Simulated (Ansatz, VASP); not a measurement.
## Cross-check of AgCl (Chlorargyrite) between VASP and Ansatz

Aim: how closely do two programs agree when they are given the same cell, functional and k mesh? The cell is taken from a series of VASP runs on this material, whose earlier steps may have relaxed, scaled or displaced it; both programs get it as it stands.

Main program and level: Ansatz 0.2.0; plane waves, with VASP 6.6.1 beside it; relaxation of cell and atoms at PBE.

### Step 1. Set-up

The structure is cubic, space group Fm-3m (No. 225). Conventional cell: a = 5.603 Å, b = 5.603 Å, c = 5.603 Å, α = 90.00°, β = 90.00°, γ = 90.00°. Nearest to Ag lie 6 Cl at 2.80 Å. Cl has 6 Ag at 2.80 Å nearest. Farther neighbours and most contacts between anions are not listed.

### Step 2. Ansatz: relaxation of cell and atoms, PBE

Ansatz runs on its default PAW (the set named soft_2) files.

The relaxed volume is the usual yardstick between codes: its relative difference is about their pressure difference at one cell divided by the bulk modulus.

input.yaml reads:

```yaml
crystal:
  lattice:
    - [0.0, 2.8016386851, 2.8016386851]
    - [2.8016386851, 0.0, 2.8016386851]
    - [2.8016386851, 2.8016386851, 0.0]
  atoms:
    - { symbol: Ag, position: [0.0, 0.0, 0.0] }
    - { symbol: Cl, position: [0.5, 0.5, 0.5] }
hamiltonian:
  xc: pbe
  pseudopotentials: { kind: paw }
kpoints:
  mp_grid: { grid: [8, 8, 8] }
scf:
  occupations: { method: gaussian, width: 0.03 }
relax:
  f_tol: 0.01
  max_steps: 60
  cell: { stress_tol: 0.05 }
output:
  forces: true
  stress: true
```

Launch:

```
> ansatz run input.yaml --threads 4 --pin off --max-ram 9216MiB --backend cpu --events-out ev --progress --plain --runs-dir out
```

Numbers of over 12 decimals in the logs are rounded to 6 here.

Output:

```text
Engine: ansatz 0.2.0, aarch64-unknown-linux-gnu
Pseudopotentials: kind: paw
Pseudopotential: Ag, paw, valence charge 19, recommended cutoff 420 eV (normal), Ag.paw.azcp
Pseudopotential: Cl, paw, valence charge 7, recommended cutoff 420 eV (normal), Cl.paw.azcp
Functional definition: PBE
  parameter kappa = 0.804
  parameter beta = 0.066725
  exchange = pbe_x(kappa = kappa, mu = beta*pi^2/3)
  correlation = pbe_c(beta = beta)
Crystal: 2 atoms, lattice volume = 43.981 Å³
Basis set: ecut = 420 eV, 869 PW (Γ), exchange–correlation on 54×54×54 points (8 copies of the dense FFT grid, shifted against one another)
Bands: 17, of which v1, the nominal top of the filled ones, is band 13 counted from 1 (12 counted from 0)
Symmetry: 48 space group operations
Space group: Fm-3m (ITA 225), of the structure as read, at distance tolerance 3.5e-5 Å
k-points: 29 of 512
Non-local potential: Ag, projectors of the file, l = 0: 3, l = 1: 2, l = 2: 2, l = 3: 1
Non-local potential: Cl, projectors of the file, l = 0: 2, l = 1: 2, l = 2: 2
PAW form: soft (Blöchl's): semilocal exchange-correlation on the pseudo side does not see the compensation charge
PAW one-centre angular grid: Ag, 590 points (default); XC on 64 Gauss nodes
PAW one-centre angular grid: Cl, 110 points (default); XC on 64 Gauss nodes
Initial density: superposition of atomic densities (neutral atoms: chi_scale 0, normalization atom), corrected by the library's trained network
Initial wavefunctions: pseudopotential atomic-orbital guess
Functional: x = pbe(κ = 0.804, μ = 0.219515), c = pbe(β = 0.066725)
SCF iter   1: F=—  HF=-8670.897657 eV  |F-HF|=—  |Δ(HF+E_count)|=         —  Δρ=4.34e-4  dr2=4.23e-5  ethr=1.77e-3  ⟨swp⟩=5.5  Hψ=2336  notcnv=0
preconditioner: auto → none  [insulator: Δε(μ)=0.917 eV  Ē_g=10.799 eV  σ=0.030 eV  W_gap=1.00  n_scr=14 (ndim 8)  ℏωp=23.8 eV  f_vac=0.039  D(μ)=0.00/eV (n_scr^D=0)  ε∞_Penn≈5.8]
SCF iter   2: F=—  HF=-8670.898429 eV  |F-HF|=—  |Δ(HF+E_count)|=   7.71e-4  Δρ=1.94e-4  dr2=9.83e-6  ethr=1.63e-7  ⟨swp⟩=3.0  Hψ=1324  notcnv=0
SCF iter   3: F=—  HF=-8670.898443 eV  |F-HF|=—  |Δ(HF+E_count)|=   1.44e-5  Δρ=9.44e-5  dr2=1.45e-6  ethr=3.78e-8  ⟨swp⟩=2.0  Hψ=750  notcnv=0
iter 4 did not close the SCF: its close was put off for the readings that it lacked (scf_convergence_deferred on its scf_iter line)
SCF iter   4: F=-8670.898449 eV  HF=-8670.898449 eV  |F-HF|=1.76e-7  |Δ(HF+E_count)|=   6.11e-6  Δρ=1.59e-5  dr2=5.84e-8  ethr=5.57e-9  ⟨swp⟩=2.0  Hψ=753  notcnv=0
iter 5 did not close the SCF: its close was put off for the readings that it lacked (scf_convergence_deferred on its scf_iter line)
SCF iter   5: F=-8670.898449 eV  HF=-8670.898449 eV  |F-HF|=3.01e-8  |Δ(HF+E_count)|=   2.20e-7  Δρ=1.11e-5  dr2=4.53e-8  ethr=2.25e-10  ⟨swp⟩=2.0  Hψ=870  notcnv=0
SCF iter   6: F=-8670.898449 eV  HF=-8670.898449 eV  |F-HF|=5.55e-10  |Δ(HF+E_count)|=   6.72e-9  Δρ=2.20e-6  dr2=1.52e-9  ethr=1.74e-10  ⟨swp⟩=2.0  Hψ=1581  notcnv=0
SCF 1 converged in 6 iterations: F = -8670.898449 eV  dr2 = 1.52e-9
  greatest PAW one-centre occupation: 1.000 electrons in one spin orbital (limit 2), on the Ag atom at site 0 (counted from 0), in its partial waves of l = 0
relax step   1: F+E_penalty+E_count = -8670.89844933 eV  Δ(F+E_penalty+E_count) = +0.000e0 eV  max|allowed force component| = 4.865e-30 eV/Å  Δτ_max = 0.0000 Å  P = +0.188 GPa  Ω = 43.981 Å³  (6 SCF iters, dr2 threshold 1.00e-7 eV, accepted)
[...]
relax step   2: F+E_penalty+E_count = -8670.89851568 eV  Δ(F+E_penalty+E_count) = -6.635e-5 eV  max|allowed force component| = 4.667e-30 eV/Å  Δτ_max = 0.0000 Å  P = -0.014 GPa  Ω = 44.193 Å³  energy of the carried Pulay correction = -4.740e-5 eV  (4 SCF iters, dr2 threshold 8.82e-8 eV, accepted)
[...]
relax step   3: F+E_penalty+E_count = -8670.89857677 eV  Δ(F+E_penalty+E_count) = -6.108e-5 eV  max|allowed force component| = 1.367e-29 eV/Å  Δτ_max = 0.0000 Å  P = -0.016 GPa  Ω = 44.193 Å³  stress off target by 1.57e-2 GPa  SCF on the basis re-selected at this cell (its energy is not comparable with the rows above)  (5 SCF iters)
basis re-selected at this cell: Δ(F+E_penalty+E_count) = -6.108e-5 eV, ΔP = -0.001 GPa vs the last step (what re-selecting the basis moved, of the pressure what is left beyond the Pulay correction that the steps carried, after the strain that the cell walked since its last selection, with what the two solves' SCF thresholds leave and, on support functions, any second-order correction that the steps lacked; it is no m [...]
SCF converged after 5 iterations
Free energy (F): -8670.898577 eV
Harris-Foulkes:  -8670.898577 eV  (|F-HF|=5.46e-12)
Internal energy: -8670.898577 eV  (E = F + TS)
E sigma→0 (E₀):  -8670.898577 eV
Fermi energy:    7.975504 eV
--- Per-component energies (eV) ---
  E_band       = -370.278830
  E_kinetic    = 688.779426
  E_local      = -3264.594511  (includes V_loc(G=0)·N_el)
  E_nonlocal   = 112.667346
  E_hartree    = 1430.295289
  E_xc         = -289.755069
  E_vxc        = -353.847921  (∫ρ·V_xc dr)
  E_paw        = -4564.885828  (= ΣΔE_a)
  E_vpaw       = -413.874146  (= ΣTr[D̂ρ^β])
  E_aug_tail   = 0.000405  (compensation charges beyond the density's cutoff)
  E_ewald      = -2783.405634
  E_smearing   = -0.000000  (= −TS)
  E_closure    = 0.000000  (closes the sum)
  Σ components = -8670.898577   (vs F -8670.898577, Δ=0.00e0)
--- Forces (eV/Å), atoms counted from 1 ---
  atom   1  Ag    -0.00000000     0.00000000    -0.00000000
  atom   2  Cl     0.00000000    -0.00000000    -0.00000000
  max |Σ_I F_I| component: 1.89e-29 eV/Å
--- Stress (GPa, compression-positive) ---
       -0.015669      -0.000000      -0.000000
       -0.000000      -0.015669      -0.000000
       -0.000000      -0.000000      -0.015669
  P = ⅓ Tr σ = -0.0157 GPa (-0.157 kbar)
--- Relaxed structure (2 steps of the walk, 2 accepted, 1 SCFs on fresh bases) ---
  F+E_penalty+E_count = -8670.89857677 eV   max|allowed force component| = 1.367e-29 eV/Å   (the final SCF, on the basis selected at the relaxed cell)
  cell:  # Å, volume = 44.1929 Å³
    - [0, 2.806128, 2.806128]
    - [2.806128, 0, 2.806128]
    - [2.806128, 2.806128, 0]
  atoms:
    - { symbol: Ag, position: [0, 0, 0] }
    - { symbol: Cl, position: [0.500000, 0.500000, 0.500000] }
```

The job ended after 1.4 s (4 threads of Arm Neoverse V2, shared host; peak memory 0.32 GiB).

### Step 3. VASP: relaxation of cell and atoms, PBE

The same cell, functional, mesh and smearing now go to VASP, with its own data sets and cutoff.

Lines of VASP's logs that name or quote its potential files are left out, and so is its time.

INCAR reads:

```
SYSTEM = AgCl
PREC = Accurate
ENCUT = 450
EDIFF = 1E-06
NELM = 100
ISMEAR = 0
SIGMA = 0.03
LREAL = .FALSE.
ALGO = Normal
GGA = PE
NBANDS = 15
LORBIT = 11
LWAVE = .FALSE.
LCHARG = .FALSE.
KPAR = 2
IBRION = 2
NSW = 50
ISIF = 3
EDIFFG = -0.01
```

POSCAR reads:

```
AgCl
1.0
    0.0000000000      2.8016386851      2.8016386851
    2.8016386851      0.0000000000      2.8016386851
    2.8016386851      2.8016386851      0.0000000000
Ag Cl
1 1
Direct
    0.0000000000      0.0000000000      0.0000000000
    0.5000000000      0.5000000000      0.5000000000
```

KPOINTS reads:

```
Automatic mesh
0
Gamma
8 8 8
0 0 0
```

The projector-augmented-wave data sets are Ag and Cl (PBE family, release 64).

Launch:

```
> mpirun -np 2 vasp_std
```

Output:

```text
[banner, memory and clock lines left out]
running    2 mpi-ranks, on    1 nodes
 distrk:  each k-point on    1 cores,    2 groups
 distr:  one band on    1 cores,    1 groups

 POSCAR found type information on POSCAR AgCl
 POSCAR found :  2 types and       2 ions
 LDA part: xc-table for (Slater+PW92), standard interpolation
 POSCAR, INCAR and KPOINTS ok, starting setup
 FFT: planning ... GRIDC
 FFT: planning ... GRID_SOFT
 FFT: planning ... GRID
 WAVECAR not read
 entering main loop
       N       E                     dE             d eps       ncg     rms          rms(c)
DAV:   1     0.916752537161E+02    0.91675E+02   -0.80376E+03   894   0.965E+02
DAV:   2    -0.218526721391E+01   -0.93861E+02   -0.86551E+02  1038   0.217E+02
DAV:   3    -0.556718888554E+01   -0.33819E+01   -0.33730E+01  1087   0.435E+01
DAV:   4    -0.559055526170E+01   -0.23366E-01   -0.23363E-01  1101   0.403E+00
DAV:   5    -0.559088203839E+01   -0.32678E-03   -0.32677E-03  1108   0.465E-01    0.565E+00
DAV:   6    -0.540568213229E+01    0.18520E+00   -0.27268E-01  1069   0.684E+00    0.368E+00
DAV:   7    -0.540173373632E+01    0.39484E-02   -0.97737E-02  1052   0.220E+00    0.190E+00
DAV:   8    -0.540108669987E+01    0.64704E-03   -0.50818E-03  1038   0.765E-01    0.304E-01
DAV:   9    -0.540116170945E+01   -0.75010E-04   -0.53424E-04  1115   0.316E-01    0.461E-02
DAV:  10    -0.540123571977E+01   -0.74010E-04   -0.11865E-04  1003   0.985E-02    0.326E-02
DAV:  11    -0.540123977400E+01   -0.40542E-05   -0.43168E-06  1150   0.154E-02    0.341E-03
DAV:  12    -0.540123981721E+01   -0.43214E-07   -0.22916E-07   764   0.497E-03
   1 F= -.54012398E+01 E0= -.54012398E+01  d E =-.540124E+01
 curvature:   0.00 expect dE= 0.000E+00 dE for cont linesearch  0.000E+00
 trial: gam= 0.00000 g(F)=  0.273E-62 g(S)=  0.157E-04 ort = 0.000E+00 (trialstep = 0.100E+01)
 search vector abs. value=  0.157E-04
 reached required accuracy - stopping structural energy minimisation
```

OUTCAR, selected parts (step 3):

```text
ion  position               nearest neighbor table
   1  0.000  0.000  0.000-   2 2.80   2 2.80   2 2.80   2 2.80   2 2.80   2 2.80
   2  0.500  0.500  0.500-   1 2.80   1 2.80   1 2.80   1 2.80   1 2.80   1 2.80

  LATTYP: Found a face centered cubic cell.
 ALAT       =     5.6032773702

 Subroutine GETGRP returns: Found 48 space group operations
 (whereof 48 operations were pure point group operations)

The static configuration has the point symmetry O_h .

 Found     29 irreducible k-points:

   k-points           NKPTS =     29   k-points in BZ     NKDIM =     29   number of bands    NBANDS=     15

   dimension x,y,z NGX =    28 NGY =   28 NGZ =   28
   dimension x,y,z NGXF=    56 NGYF=   56 NGZF=   56

   ENCUT  =  450.0 eV  33.07 Ry    5.75 a.u.   6.85  6.85  6.85*2*pi/ulx,y,z

   NELECT =      18.0000    total number of electrons

 k-points in reciprocal lattice and weights: Automatic mesh
   0.00000000  0.00000000  0.00000000       0.002
   0.12500000  0.00000000  0.00000000       0.016
   0.25000000  0.00000000  0.00000000       0.016
   0.37500000  0.00000000  0.00000000       0.016
   0.50000000  0.00000000  0.00000000       0.008
   0.12500000  0.12500000  0.00000000       0.012
   0.25000000  0.12500000  0.00000000       0.047
   0.37500000  0.12500000  0.00000000       0.047
   0.50000000  0.12500000  0.00000000       0.047
[...]
-0.37500000  0.50000000  0.12500000       0.023
  -0.25000000  0.50000000  0.25000000       0.012

 average (electrostatic) potential at core
       1 -73.4184       2 -91.7409

 E-fermi :   3.5683

 k-point     1 :       0.0000    0.0000    0.0000
  band No.  band energies     occupation
    ...
      5       1.1547      2.00000
      6       1.1547      2.00000
      7       1.2387      2.00000
      8       1.2387      2.00000
      9       1.2387      2.00000
     10       4.3529      0.00000
     11      14.3019      0.00000
     12      14.3019      0.00000
     13      14.3019      0.00000
     14      15.8628      0.00000
    ...

 k-point     2 :       0.1250    0.0000    0.0000
  band No.  band energies     occupation
    ...
      5       1.1648      2.00000
      6       1.1648      2.00000
      7       1.3860      2.00000
      8       1.9585      2.00000
      9       1.9585      2.00000
     10       5.0461      0.00000
     11      12.9382      0.00000
     12      13.9492      0.00000
     13      13.9492      0.00000
     14      15.4189      0.00000
    ...

 k-point     3 :       0.2500    0.0000    0.0000
  band No.  band energies     occupation
    ...
      5       1.2810      2.00000
      6       1.2810      2.00000
      7       1.5264      2.00000
      8       2.6805      2.00000
      9       2.6805      2.00000
     10       6.3410      0.00000
     11      11.2568      0.00000
     12      12.6405      0.00000
     13      12.6405      0.00000
     14      15.7020      0.00000
    ...

  Total        0.0147142      0.0147142      0.0147142      0.0000000      0.0000000      0.0000000
  in kB        0.5360212      0.5360212      0.5360212      0.0000000      0.0000000      0.0000000
  external PRESSURE =       0.5360212 kB  Pullay stress =       0.0000000 kB

  energy-cutoff  :      450.00
  volume of cell :       43.98
      direct lattice vectors                 reciprocal lattice vectors
     0.000000000  2.801638685  2.801638685    -0.178466982  0.178466982  0.178466982
     2.801638685  0.000000000  2.801638685     0.178466982 -0.178466982  0.178466982
     2.801638685  2.801638685  0.000000000     0.178466982  0.178466982 -0.178466982

 POSITION                                       TOTAL-FORCE (eV/Angst)
 -----------------------------------------------------------------------------------
      0.00000      0.00000      0.00000        -0.000000     -0.000000      0.000000
      2.80164      2.80164      2.80164         0.000000      0.000000     -0.000000
 -----------------------------------------------------------------------------------
    total drift:                                0.000000      0.000000      0.000000

  FREE ENERGIE OF THE ION-ELECTRON SYSTEM (eV)
  ---------------------------------------------------
  free  energy   TOTEN  =        -5.4012398172 eV

  energy  without entropy=       -5.4012398172  energy(sigma->0) =       -5.40123982

 reached required accuracy - stopping structural energy minimisation

 total charge
# of ion       s       p       d       tot
------------------------------------------
    1        0.191   0.129   9.372   9.692
    2        1.603   3.470   0.000   5.073
--------------------------------------------------
tot          1.793   3.599   9.372  14.764

[... 3 further parts left out ...]
```

### Step 4. Side by side

Known differences besides the potentials themselves: both relaxations stop at a tolerance, which leaves soft axes loose, and VASP keeps its plane-wave basis; the data sets hold 26 valence electrons in Ansatz (default PAW (the set named soft_2) files) and 18 in VASP; the cutoff is 420 eV in Ansatz and 450 eV in VASP; VASP leaves aspherical gradient terms in its spheres out (LASPH is not set), Ansatz keeps them; Ansatz adds a Pulay correction to the stress that steers its cell, VASP none. Total energies have different zeros and are not compared.

Both answers:

| quantity | Ansatz | VASP | difference |
| --- | --- | --- | --- |
| volume (Å³) | 44.19 | 43.98 | +0.48 % |
| edge a after relaxation, in the typed setting (Å) | 3.969 | 3.962 | +0.16 % |

The walks stopped with -0.02 GPa left in Ansatz and 0.05 GPa in VASP; each walk ends within a tolerance, so the volume difference is uncertain by about these residues over the bulk modulus, most in soft cells.

### Step 5. Outcome

```
difference in volume (relaxation of cell and atoms, PBE) : 0.48 %
```

The difference in volume is 0.48 % (relaxation of cell and atoms, PBE), within the 1.2 % picked in this series as the mark of a large difference, as far as the stopping tolerances let one tell. How closely two codes agree says nothing of how well the functional describes the real material.

[Lines on the potential files, build, host, timing and source positions are cut from VASP's logs without a mark.]

[Logs are printed without paths, hosts, clocks, repeated set-up lines and the standing remarks that a program may print on its own settings, such as how far it seeks lower states.]

[Hosts, paths, dates, database ids (printed as entryN), source tags and the programs' standing remarks are cut or masked in the printed files.]
